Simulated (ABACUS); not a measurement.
**Ge in ABACUS: the effect of functional**

Ge:

```
Ge
1.0
    -1.60842    1.60842    1.87318
     1.60842   -1.60842    1.87318
     1.60842    1.60842   -1.87318
Ge
1
Direct
  0.50000 0.50000 0.00000
```

The cell was built by a generator and needn't be a form met in nature.

Alike in all runs:

* Program: ABACUS 3.10.1
* Task: single point
* Potentials or basis: SG15 ONCV 1.2 PBE
* Cutoff: 1075 eV
* Density cutoff: 4299 eV
* Basis: plane waves
* k mesh: 12 × 12 × 12
* Occupations: fermi-dirac, width 0.05 eV
* Spin: no spin polarisation

```tsv
functional	pressure (GPa)
LDA	-6.6
PBE	0.9
PBEsol	-3.1
SOGGA	-4.2
revPBE	3.0
TPSS	?
r2SCAN	-2.8
```

**Question.** What does the run with functional TPSS give?

**Answer.** Pressure -0.4 GPa.

Caveats: the potentials were made for another functional, which shifts forces and pressure (some runs).
